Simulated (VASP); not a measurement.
Input of a VASP 6.6.1 run:

Contents of INCAR:

```
PREC = Accurate
ENCUT = 600
EDIFF = 1E-6
ISMEAR = 0
SIGMA = 0.03
LREAL = F
LASPH = T
NELM = 80
ALGO = Normal
ISIF = 3
LWAVE = F
LCHARG = F
GGA = PS
IBRION = 2
NSW = 90
EDIFFG = -0.01
KPAR = 4
```

The input KPOINTS:

```
Automatic mesh
0
Gamma
  9 9 8
```

Contents of POSCAR:

```
Bi2Se3
1.0
    2.0715000000      1.1959810826      9.5453333333
   -2.0715000000      1.1959810826      9.5453333333
    0.0000000000     -2.3919621653      9.5453333333
Bi Se
2 3
Direct
    0.4008000000      0.4008000000      0.4008000000
    0.5992000000      0.5992000000      0.5992000000
    0.0000000000      0.0000000000      0.0000000000
    0.2117000000      0.2117000000      0.2117000000
    0.7883000000      0.7883000000      0.7883000000
```

Potentials or basis: VASP PAW PBE potentials, release 64 (Bi_d, Se).

Command:

```bash
$ cat potpaw_PBE.64/Bi_d/POTCAR potpaw_PBE.64/Se/POTCAR > POTCAR
$ mpirun -np 4 vasp_std > vasp.out
```

(1) Predict the space group after relaxing (to 0.05 Å).

(2) What does it give for the band gap on the k mesh?

## Answers

(1) R-3m (No. 166).

(2) 0.11 eV, direct.

Caveat: spin-orbit coupling is left out, which as a rule narrows the gap of such compounds by several tenths of an eV; an odd mesh through Γ misses points on the zone boundary, where band edges often lie.
